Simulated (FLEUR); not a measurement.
# BeTe (F-43m) in FLEUR: further runs

The runs below take BeTe through band structure, equation of state, with LDA, r2SCAN.

Everything below comes from runs of FLEUR MaX-R8.1 (later development tree). Logs are shortened: lines on timing, memory, paths and dates and some standing lists are left out, and cuts for length are marked.

## (1) The structure

The structure is cubic, space group F-43m (No. 216). Conventional cell: a = 5.540 Å, b = 5.540 Å, c = 5.540 Å, α = 90.00°, β = 90.00°, γ = 90.00°. Te (site symmetry -43m) has 4 Be at 2.40 Å as nearest neighbours. Around Be (site symmetry -43m) lie 4 Te at 2.40 Å.

## (2) Band structure, LDA

Input file inp.xml:

```xml
<?xml version="1.0" encoding="UTF-8" standalone="no"?>
<fleurInput fleurInputVersion="0.39">
   <comment>
      BeTe                                                                                                
   </comment>
   <calculationSetup>
      <cutoffs Kmax="4.1" Gmax="12.7" GmaxXC="12.7" numbands="0"/>
      <scfLoop itmax="60" minDistance="0.00001" maxIterBroyd="15" imix="Anderson" alpha="0.05" precondParam="0.0" spinf="2.0" sdNocoIR="T"/>
      <coreElectrons ctail="T" frcor="F" kcrel="0" coretail_lmax="0"/>
      <xcFunctional name="vwn" relativisticCorrections="F"/>
      <magnetism jspins="1"/>
      <soc l_soc="F" theta="0.0" phi="0.0" spav="F"/>
      <expertModes spex="0" secvar="F"/>
      <geometryOptimization l_f="F" forcealpha="1.0" forcemix="BFGS" epsdisp="0.00001" epsforce="0.00001"/>
      <ldaU l_linMix="F" mixParam="0.05" spinf="1.0"/>
   </calculationSetup>
   <cell>
      <bzIntegration valenceElectrons="26.0" mode="hist" fermiSmearingEnergy="0.00183747">
         <kPointListSelection listName="default-1"/>
         <!-- k-points included here -->
         <xi:include xmlns:xi="http://www.w3.org/2001/XInclude" href="kpts.xml"> </xi:include>
      </bzIntegration>
      <!-- symmetry operations included here -->
      <xi:include xmlns:xi="http://www.w3.org/2001/XInclude" href="sym.xml"> </xi:include>
      <bulkLattice scale="1.0">
[... 28 lines left out ...]
         <electronConfig flipSpins="F">
            <coreConfig></coreConfig>
            <valenceConfig>(1s1/2) (2s1/2)</valenceConfig>
         </electronConfig>
         <energyParameters s="2" p="2" d="3" f="4"/>
         <lo type="SCLO" l="0" n="1" eDeriv="0"/>
         <lo type="SCLO" l="1" n="2" eDeriv="2"/>
         <lo type="SCLO" l="2" n="3" eDeriv="2"/>
      </species>
   </atomSpecies>
   <atomGroups>
      <atomGroup species="Tellurium (Te)">
         <relPos label="                   1">-1.000/4.000 -1.000/4.000 -1.000/4.000</relPos>
         <force calculate="T" relaxXYZ="TTT"/>
      </atomGroup>
      <atomGroup species="Beryllium (Be)">
         <relPos label="                   2">.0000000000 .0000000000 .0000000000</relPos>
         <force calculate="T" relaxXYZ="TTT"/>
      </atomGroup>
   </atomGroups>
   <output dos="F" band="F" slice="F">
      <checks vchk="F" cdinf="F"/>
      <bandDOS minEnergy="-.5*Htr" maxEnergy="0.5*Htr" sigma="0.015" storeEVData="T"/>
      <vacuumDOS vacdos="F" integ="F" star="F" nstars="0" locx1="0.0" locy1="0.0" locx2="0.0" locy2="0.0" nstm="0" tworkf="0.0"/>
      <unfoldingBand unfoldBand="F" supercellX="1" supercellY="1" supercellZ="1"/>
      <plotting iplot="0" polar="F">
         <plot TwoD="T" vec1="  1.0  0.0  0.0" vec2="  0.0  1.0  0.0" vec3="  0.0  0.0  1.0" zero="  0.0  0.0  0.0" file="plot"/>
      </plotting>
      <chargeDensitySlicing numkpt="0" minEigenval="0.0" maxEigenval="0.0" nnne="0" pallst="F"/>
      <specialOutput eonly="F"/>
      <moessbauerParams electricFieldGradient="T" isomerShift="T" coreHyperfine="T" valenceHyperfine="T"/>
      <magneticCircularDichroism mcd="F" energyLo="-10.0" energyUp="0.0"/>
   </output>
  <!-- We include the file relax.xml here to enable relaxations (see documentation) -->
  <xi:include xmlns:xi="http://www.w3.org/2001/XInclude" href="relax.xml"> <xi:fallback/> </xi:include>
</fleurInput>
```

Input file crystal.txt:

```
BeTe
&input cartesian=F /
0.0000000000  2.7700000000  2.7700000000
2.7700000000  0.0000000000  2.7700000000
2.7700000000  2.7700000000  0.0000000000
1.8897261246
1.0 1.0 1.0

2
52 0.7500000000  0.7500000000  0.7500000000
4 0.0000000000  0.0000000000  0.0000000000

&kpt div1=8 div2=8 div3=8 gamma=T /
```

Input file inp.xml (bands):

```
<?xml version="1.0" encoding="UTF-8" standalone="no"?>
<fleurInput fleurInputVersion="0.39">
   <comment>
      BeTe                                                                                                
   </comment>
   <calculationSetup>
      <cutoffs Kmax="4.1" Gmax="12.7" GmaxXC="12.7" numbands="0"/>
      <scfLoop itmax="60" minDistance="0.00001" maxIterBroyd="15" imix="Anderson" alpha="0.05" precondParam="0.0" spinf="2.0" sdNocoIR="T"/>
      <coreElectrons ctail="T" frcor="F" kcrel="0" coretail_lmax="0"/>
      <xcFunctional name="vwn" relativisticCorrections="F"/>
      <magnetism jspins="1"/>
      <soc l_soc="F" theta="0.0" phi="0.0" spav="F"/>
      <expertModes spex="0" secvar="F"/>
      <geometryOptimization l_f="F" forcealpha="1.0" forcemix="BFGS" epsdisp="0.00001" epsforce="0.00001"/>
      <ldaU l_linMix="F" mixParam="0.05" spinf="1.0"/>
   </calculationSetup>
   <cell>
      <bzIntegration valenceElectrons="26.0" mode="hist" fermiSmearingEnergy="0.00183747">
         <kPointListSelection listName="path-1"/>
         <!-- k-points included here -->
         <xi:include xmlns:xi="http://www.w3.org/2001/XInclude" href="kpts.xml"> </xi:include>
      </bzIntegration>
      <!-- symmetry operations included here -->
      <xi:include xmlns:xi="http://www.w3.org/2001/XInclude" href="sym.xml"> </xi:include>
      <bulkLattice scale="1.0">
         <bravaisMatrix>
[... 28 lines left out ...]
            <coreConfig></coreConfig>
            <valenceConfig>(1s1/2) (2s1/2)</valenceConfig>
         </electronConfig>
         <energyParameters s="2" p="2" d="3" f="4"/>
         <lo type="SCLO" l="0" n="1" eDeriv="0"/>
         <lo type="SCLO" l="1" n="2" eDeriv="2"/>
         <lo type="SCLO" l="2" n="3" eDeriv="2"/>
      </species>
   </atomSpecies>
   <atomGroups>
      <atomGroup species="Tellurium (Te)">
         <relPos label="                   1">-1.000/4.000 -1.000/4.000 -1.000/4.000</relPos>
         <force calculate="T" relaxXYZ="TTT"/>
      </atomGroup>
      <atomGroup species="Beryllium (Be)">
         <relPos label="                   2">.0000000000 .0000000000 .0000000000</relPos>
         <force calculate="T" relaxXYZ="TTT"/>
      </atomGroup>
   </atomGroups>
   <output dos="F" band="T" slice="F">
      <checks vchk="F" cdinf="F"/>
      <bandDOS minEnergy="-.5*Htr" maxEnergy="0.5*Htr" sigma="0.015" storeEVData="T"/>
      <vacuumDOS vacdos="F" integ="F" star="F" nstars="0" locx1="0.0" locy1="0.0" locx2="0.0" locy2="0.0" nstm="0" tworkf="0.0"/>
      <unfoldingBand unfoldBand="F" supercellX="1" supercellY="1" supercellZ="1"/>
      <plotting iplot="0" polar="F">
         <plot TwoD="T" vec1="  1.0  0.0  0.0" vec2="  0.0  1.0  0.0" vec3="  0.0  0.0  1.0" zero="  0.0  0.0  0.0" file="plot"/>
      </plotting>
      <chargeDensitySlicing numkpt="0" minEigenval="0.0" maxEigenval="0.0" nnne="0" pallst="F"/>
      <specialOutput eonly="F"/>
      <moessbauerParams electricFieldGradient="T" isomerShift="T" coreHyperfine="T" valenceHyperfine="T"/>
      <magneticCircularDichroism mcd="F" energyLo="-10.0" energyUp="0.0"/>
   </output>
  <!-- We include the file relax.xml here to enable relaxations (see documentation) -->
  <xi:include xmlns:xi="http://www.w3.org/2001/XInclude" href="relax.xml"> <xi:fallback/> </xi:include>
</fleurInput>
```

Potentials or basis: all-electron, FLAPW.

Command:

```
$ inpgen -f crystal.txt -profile fastHighL
$ # inp.xml edited to the form shown
$ fleur_MPI
$ fleur_MPI   # second run, on inp.xml (bands)
```

The program printed:

```text
Welcome to FLEUR        (www.flapw.de)
      MaX-Release 8.1          (www.max-centre.eu)

 ========== k-point set info ==========
 Selected k-point list: default-1
 k-point list type: mesh
 8 x 8 x 8
 Number of k points: 29

 ------------Calculation Setup---------------------------
 Number of MPI-tasks      :            1
 Number of PE/node        :            1
 Number of OMP-threads    :            1
 Most efficient MPI parallelization for:
           1          29
 Additional eigenvalue parallelization possible
 Number of basis functions:          427
 Approximate size of matrices (H+S) per k-point:         0.005 GB
 --------------------------------------------------------
Nuclear radius smaller than smallest radial mesh point for atom type 2 -- skipping its core isomer shift
Nuclear radius smaller than smallest radial mesh point for atom type 2 -- skipping its isomer shift
 Iteration:     1   Distance:       7.56617456 me/bohr^3
Nuclear radius smaller than smallest radial mesh point for atom type 2 -- skipping its core isomer shift
Nuclear radius smaller than smallest radial mesh point for atom type 2 -- skipping its isomer shift
 Iteration:     2   Distance:       7.07580812 me/bohr^3
Nuclear radius smaller than smallest radial mesh point for atom type 2 -- skipping its core isomer shift
Nuclear radius smaller than smallest radial mesh point for atom type 2 -- skipping its isomer shift
 Iteration:     3   Distance:       2.18112372 me/bohr^3
Nuclear radius smaller than smallest radial mesh point for atom type 2 -- skipping its core isomer shift
Nuclear radius smaller than smallest radial mesh point for atom type 2 -- skipping its isomer shift
 Iteration:     4   Distance:       0.59805643 me/bohr^3
Nuclear radius smaller than smallest radial mesh point for atom type 2 -- skipping its core isomer shift
Nuclear radius smaller than smallest radial mesh point for atom type 2 -- skipping its isomer shift
 Iteration:     5   Distance:       0.37203786 me/bohr^3
Nuclear radius smaller than smallest radial mesh point for atom type 2 -- skipping its core isomer shift
Nuclear radius smaller than smallest radial mesh point for atom type 2 -- skipping its isomer shift
 Iteration:     6   Distance:       0.11667054 me/bohr^3
Nuclear radius smaller than smallest radial mesh point for atom type 2 -- skipping its core isomer shift
Nuclear radius smaller than smallest radial mesh point for atom type 2 -- skipping its isomer shift
 Iteration:     7   Distance:       0.04897584 me/bohr^3
Nuclear radius smaller than smallest radial mesh point for atom type 2 -- skipping its core isomer shift
Nuclear radius smaller than smallest radial mesh point for atom type 2 -- skipping its isomer shift
 Iteration:     8   Distance:       0.01595100 me/bohr^3
Nuclear radius smaller than smallest radial mesh point for atom type 2 -- skipping its core isomer shift
Nuclear radius smaller than smallest radial mesh point for atom type 2 -- skipping its isomer shift
 Iteration:     9   Distance:       0.00318503 me/bohr^3
Nuclear radius smaller than smallest radial mesh point for atom type 2 -- skipping its core isomer shift
Nuclear radius smaller than smallest radial mesh point for atom type 2 -- skipping its isomer shift
 Iteration:    10   Distance:       0.00233054 me/bohr^3
Nuclear radius smaller than smallest radial mesh point for atom type 2 -- skipping its core isomer shift
Nuclear radius smaller than smallest radial mesh point for atom type 2 -- skipping its isomer shift
 Iteration:    11   Distance:       0.00012053 me/bohr^3
Nuclear radius smaller than smallest radial mesh point for atom type 2 -- skipping its core isomer shift
Nuclear radius smaller than smallest radial mesh point for atom type 2 -- skipping its isomer shift
 Iteration:    12   Distance:       0.00015865 me/bohr^3
Nuclear radius smaller than smallest radial mesh point for atom type 2 -- skipping its core isomer shift
Nuclear radius smaller than smallest radial mesh point for atom type 2 -- skipping its isomer shift
 Iteration:    13   Distance:       0.00001149 me/bohr^3
Nuclear radius smaller than smallest radial mesh point for atom type 2 -- skipping its core isomer shift
Nuclear radius smaller than smallest radial mesh point for atom type 2 -- skipping its isomer shift
 Iteration:    14   Distance:       0.00000112 me/bohr^3

 ********************************************************************
 Run finished successfully
 Stop message:
   all done
 ********************************************************************
```

Run time: 50 s. Hardware: 1 thread of Arm Neoverse V2, shared host; peak memory 0.06 GiB.

What came out:

- Free energy: -185197.4289 eV
- Band gap on the k mesh: 1.77 eV, indirect (least direct gap 3.58 eV)
- Band gap along the path: 1.77 eV, indirect (least direct gap 3.58 eV)
- Valence electrons inside the program's atomic spheres: Te 19.66; Be 2.72 (radii Te 2.44, Be 1.76 bohr)

Levels at the corners of the path, in eV from the valence-band top:
| point | band 9 | band 10 | band 11 | band 12 | band 13 | band 14 | band 15 | band 16 | band 17 | band 18 |
| --- | --- | --- | --- | --- | --- | --- | --- | --- | --- | --- |
| Γ | -36.21 | -12.68 | 0.00 | 0.00 | 0.00 | 3.58 | 3.58 | 3.58 | 4.05 | 8.27 |
| X | -36.21 | -10.71 | -5.33 | -2.82 | -2.82 | 1.77 | 2.62 | 9.97 | 9.97 | 11.65 |
| W | -36.21 | -10.67 | -4.73 | -3.97 | -3.45 | 5.25 | 5.49 | 5.60 | 6.44 | 11.19 |
| K | -36.21 | -10.73 | -4.94 | -4.16 | -2.39 | 2.59 | 5.28 | 8.05 | 8.37 | 9.32 |
| Γ | -36.21 | -12.68 | 0.00 | 0.00 | 0.00 | 3.58 | 3.58 | 3.58 | 4.05 | 8.27 |
| L | -36.21 | -11.24 | -5.84 | -1.21 | -1.21 | 3.20 | 4.58 | 4.58 | 7.66 | 10.98 |
| U | -36.21 | -10.73 | -4.94 | -4.16 | -2.39 | 2.59 | 5.28 | 8.05 | 8.37 | 9.32 |
| W | -36.21 | -10.67 | -4.73 | -3.97 | -3.45 | 5.25 | 5.49 | 5.60 | 6.44 | 11.19 |
| L | -36.21 | -11.24 | -5.84 | -1.21 | -1.21 | 3.20 | 4.58 | 4.58 | 7.66 | 10.98 |
| K | -36.21 | -10.73 | -4.94 | -4.16 | -2.39 | 2.59 | 5.28 | 8.05 | 8.37 | 9.32 |
| U | -36.21 | -10.73 | -4.94 | -4.16 | -2.39 | 2.59 | 5.28 | 8.05 | 8.37 | 9.32 |
| X | -36.21 | -10.71 | -5.33 | -2.82 | -2.82 | 1.77 | 2.62 | 9.97 | 9.97 | 11.65 |

Core levels (eV from the Fermi level):
| atom | levels |
| --- | --- |
| 1 Te | 1s1/2 -31566.3, 2s1/2 -4835.7, 2p1/2 -4532.7, 2p3/2 -4258.6, 3s1/2 -957.5, 3p1/2 -832.7, 3p3/2 -781.7, 4s1/2 -158.4, 3d3/2 -560.7, 3d5/2 -550.0 |

Caveat: spin-orbit coupling is left out, which moves the levels of the heavy elements. A hybrid or GW would open this gap; LDA tends to underestimate it.

[end of part 1 of 2]
